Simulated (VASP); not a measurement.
# Fe2O3 (R-3c) in VASP: further runs, part 3 of 3

VASP 6.6.1. The steps go on from the part before.

### 6 Band structure, rev-vdW-DF2+U, collinear spin, ferromagnetic start

This run uses another cell than the first one, of 10.24 Å³/atom, 1.052 times its volume.

INCAR reads:

```
AGGAC = 0.0
ALGO = Normal
AMIX = 0.2
AMIX_MAG = 0.8
BMIX = 1E-4
BMIX_MAG = 1E-4
EDIFF = 1E-7
ENCUT = 520
GGA = MK
ICORELEVEL = 1
ISIF = 2
ISMEAR = 1
ISPIN = 2
LASPH = True
LCHARG = False
LDAU = True
LDAUJ = 0 0
LDAUL = 2 -1
LDAUPRINT = 1
LDAUTYPE = 2
LDAUU = 5.3 0
LMAXMIX = 4
LORBIT = 11
LREAL = False
LUSENCCL = False
LUSE_VDW = True
LWAVE = False
MAGMOM = 4 4 4 4 0 0 0 0 0 0
NBANDS = 49
NELM = 150
PARAM1 = 0.1234
PARAM2 = 0.711357
PREC = Accurate
SIGMA = 0.1
ZAB_VDW = -1.8867
```

KPOINTS reads:

```
k-points
0
Gamma
  9 9 9
```

POSCAR reads:

```
Fe2O3                                   
1.0
    2.5403395261      1.4666657112      4.5788526433
   -2.5403395261      1.4666657112      4.5788526433
    0.0000000000     -2.9333314224      4.5788526433
  Fe              O             
     4     6
Direct
     0.3533211811147012    0.3533211811147012    0.3533211811147012
     0.1466788188852988    0.1466788188852988    0.1466788188852988
     0.6466788188852988    0.6466788188852988    0.6466788188852988
     0.8533211811147012    0.8533211811147012    0.8533211811147012
     0.5541574513257430    0.9458425486742570    0.2500000000000000
     0.2499999999999929    0.5541574513257359    0.9458425486742712
     0.9458425486742641    0.2500000000000071    0.5541574513257288
     0.4458425486742570    0.0541574513257430    0.7500000000000000
     0.7500000000000071    0.4458425486742641    0.0541574513257288
     0.0541574513257359    0.7499999999999929    0.4458425486742712
```

KPOINTS_OPT reads:

```
explicit points
143
Reciprocal
 0.0000000000  0.0000000000  0.0000000000 1
 0.0357142857  0.0000000000  0.0000000000 1
 0.0714285714  0.0000000000  0.0000000000 1
 0.1071428571  0.0000000000  0.0000000000 1
 0.1428571429  0.0000000000  0.0000000000 1
 0.1785714286  0.0000000000  0.0000000000 1
[... 135 lines left out ...]
 0.6332115686  0.6332115686  0.2335768628 1
 0.6332115686  0.3667884314  0.0000000000 1
```

Potentials or basis: VASP PAW PBE potentials, release 64 (Fe, O).

The run is started by

```bash
$ cat potpaw_PBE.64/Fe/POTCAR potpaw_PBE.64/O/POTCAR > POTCAR
$ mpirun -np 1 vasp_std > vasp.out
```

Wall time 30 min (1 × NVIDIA H100 80GB with 1 thread of AMD EPYC 7R13 (Zen 3), shared host); peak memory 2.2 GiB.

It converged, with:

```
Free energy                                           : -49.6207 eV
Pressure                                              : 0.2 GPa
Band gap on the k mesh                                : 1.54 eV, indirect (least direct gap 1.71 eV)
Band gap along the path                               : 1.53 eV, indirect (least direct gap 1.70 eV)
Net moment                                            : 20.00 μB per cell
Site moments                                          : Fe +4.41; O +0.34 μB
Valence electrons inside the program's atomic spheres : Fe 6.73; O 5.04
```

Levels at the corners of the path, in eV from the valence-band top:
Spin up:
| point | band 41 | band 42 | band 43 | band 44 | band 45 | band 46 | band 47 | band 48 |
| --- | --- | --- | --- | --- | --- | --- | --- | --- |
| Γ | -0.41 | -0.41 | 0.00 | 0.00 | 4.50 | 8.29 | 10.26 | 10.72 |
| L | -0.81 | -0.81 | -0.27 | -0.27 | 7.73 | 7.73 | 9.17 | 9.17 |
| L | -0.81 | -0.81 | -0.27 | -0.27 | 7.73 | 7.73 | 9.17 | 9.17 |
| B1 | -0.46 | -0.46 | -0.22 | -0.22 | 8.48 | 8.48 | 8.79 | 8.79 |
| B | -0.46 | -0.46 | -0.22 | -0.22 | 8.48 | 8.48 | 8.79 | 8.79 |
| Z | -0.32 | -0.32 | -0.32 | -0.32 | 7.08 | 7.08 | 10.89 | 10.89 |
| Z | -0.32 | -0.32 | -0.32 | -0.32 | 7.08 | 7.08 | 10.89 | 10.89 |
| Γ | -0.41 | -0.41 | 0.00 | 0.00 | 4.50 | 8.29 | 10.26 | 10.72 |
| Γ | -0.41 | -0.41 | 0.00 | 0.00 | 4.50 | 8.29 | 10.26 | 10.72 |
| X | -0.62 | -0.35 | -0.23 | -0.16 | 8.26 | 8.38 | 8.44 | 9.76 |
| Q | -0.62 | -0.35 | -0.23 | -0.16 | 8.26 | 8.38 | 8.44 | 9.76 |
| F | -0.65 | -0.31 | -0.15 | -0.14 | 8.18 | 8.36 | 9.33 | 9.44 |
| F | -0.65 | -0.31 | -0.15 | -0.14 | 8.18 | 8.36 | 9.33 | 9.44 |
| P1 | -0.58 | -0.43 | -0.39 | -0.17 | 8.40 | 8.45 | 8.67 | 9.33 |
| P1 | -0.58 | -0.43 | -0.39 | -0.17 | 8.40 | 8.45 | 8.67 | 9.33 |
| Z | -0.32 | -0.32 | -0.32 | -0.32 | 7.08 | 7.08 | 10.89 | 10.89 |
| L | -0.81 | -0.81 | -0.27 | -0.27 | 7.73 | 7.73 | 9.17 | 9.17 |
| P | -0.58 | -0.43 | -0.39 | -0.17 | 8.40 | 8.45 | 8.67 | 9.33 |
Spin down:
```tsv
point	band 21	band 22	band 23	band 24	band 25	band 26	band 27	band 28
Γ	-1.68	-0.79	-0.79	-0.62	1.83	1.84	1.84	2.16
L	-1.76	-1.76	-0.86	-0.86	1.74	1.74	2.17	2.17
L	-1.76	-1.76	-0.86	-0.86	1.74	1.74	2.17	2.17
B1	-1.61	-1.61	-1.09	-1.09	1.68	1.68	2.03	2.03
B	-1.61	-1.61	-1.09	-1.09	1.68	1.68	2.03	2.03
Z	-1.41	-1.41	-1.41	-1.41	2.09	2.09	2.09	2.09
Z	-1.41	-1.41	-1.41	-1.41	2.09	2.09	2.09	2.09
Γ	-1.68	-0.79	-0.79	-0.62	1.83	1.84	1.84	2.16
Γ	-1.68	-0.79	-0.79	-0.62	1.83	1.84	1.84	2.16
X	-1.75	-1.39	-1.28	-0.89	1.59	1.67	2.06	2.07
Q	-1.75	-1.39	-1.28	-0.89	1.59	1.67	2.06	2.07
F	-1.68	-1.65	-1.41	-0.96	1.74	1.75	1.84	1.92
F	-1.68	-1.65	-1.41	-0.96	1.74	1.75	1.84	1.92
P1	-1.63	-1.50	-1.46	-1.01	1.70	1.76	1.91	2.16
P1	-1.63	-1.50	-1.46	-1.01	1.70	1.76	1.91	2.16
Z	-1.41	-1.41	-1.41	-1.41	2.09	2.09	2.09	2.09
L	-1.76	-1.76	-0.86	-0.86	1.74	1.74	2.17	2.17
P	-1.63	-1.50	-1.46	-1.01	1.70	1.76	1.91	2.16
```

Eigenvalues of the final occupation matrices:
| site | spin | trace | eigenvalues |
| --- | --- | --- | --- |
| site 1 d | 1 | 5.09 | 0.99 0.99 0.99 1.07 1.07 |
| site 1 d | 2 | 0.74 | 0.06 0.06 0.07 0.27 0.27 |
| site 2 d | 1 | 5.09 | 0.99 0.99 0.99 1.07 1.07 |
| site 2 d | 2 | 0.74 | 0.06 0.06 0.07 0.27 0.27 |
| site 3 d | 1 | 5.09 | 0.99 0.99 0.99 1.07 1.07 |
| site 3 d | 2 | 0.74 | 0.06 0.06 0.07 0.27 0.27 |
| site 4 d | 1 | 5.09 | 0.99 0.99 0.99 1.07 1.07 |
| site 4 d | 2 | 0.74 | 0.06 0.06 0.07 0.27 0.27 |

Core levels (eV, on the scale of the bands):
```tsv
atom	levels
1 Fe	1s -6990.7, 2s -811.8, 2p -690.5, 3s -85.2, 3p -51.2
2 Fe	1s -6990.7, 2s -811.8, 2p -690.5, 3s -85.2, 3p -51.2
3 Fe	1s -6990.7, 2s -811.8, 2p -690.5, 3s -85.2, 3p -51.2
4 Fe	1s -6990.7, 2s -811.8, 2p -690.5, 3s -85.2, 3p -51.2
5 O	1s -500.7
6 O	1s -500.7
```

Caveat: the PAW data sets were made with another functional, which shifts forces and pressure a little; only a ferromagnetic start was run, and an antiferromagnetic order may lie lower in energy. The state reached can hang on the start; a lower one may exist.

### 7 Summary

| task | level | potentials or basis | cell | cutoff (eV) | gap on the mesh (eV) | pressure (GPa) | moment (μB) |
| --- | --- | --- | --- | --- | --- | --- | --- |
| relaxation of cell and atoms | LDA+U | VASP PAW LDA potentials, release 64 (Fe, O) | relaxed | 600 | 1.20 | 0.0 | 20.00 |
| band structure | LDA+U | VASP PAW LDA potentials, release 64 (Fe, O) | R-3c, 9.73 Å³/atom | 520 | 1.20 | 0.4 | 20.00 |
| relaxation of cell and atoms | rev-vdW-DF2+U | VASP PAW PBE potentials, release 64 (Fe, O) | relaxed | 600 | 1.54 | 0.0 | 20.00 |
| band structure | rev-vdW-DF2+U | VASP PAW PBE potentials, release 64 (Fe, O) | R-3c, 10.24 Å³/atom | 520 | 1.54 | 0.2 | 20.00 |

Alike in all rows: spin collinear, ferromagnetic start; Fe d U = 5.3 eV; k mesh 9 × 9 × 9; smearing methfessel-paxton 0.1 eV.

Caveats: only a ferromagnetic start was run, and an antiferromagnetic order may lie lower in energy; the relaxation stopped at its first step, so nothing moved (some runs); an odd mesh through Γ misses points on the zone boundary, where band edges often lie (some runs); the PAW data sets were made with another functional, which shifts forces and pressure a little (some runs).

Total energies depend on the potentials used, so only differences within one code and one set of settings carry meaning.
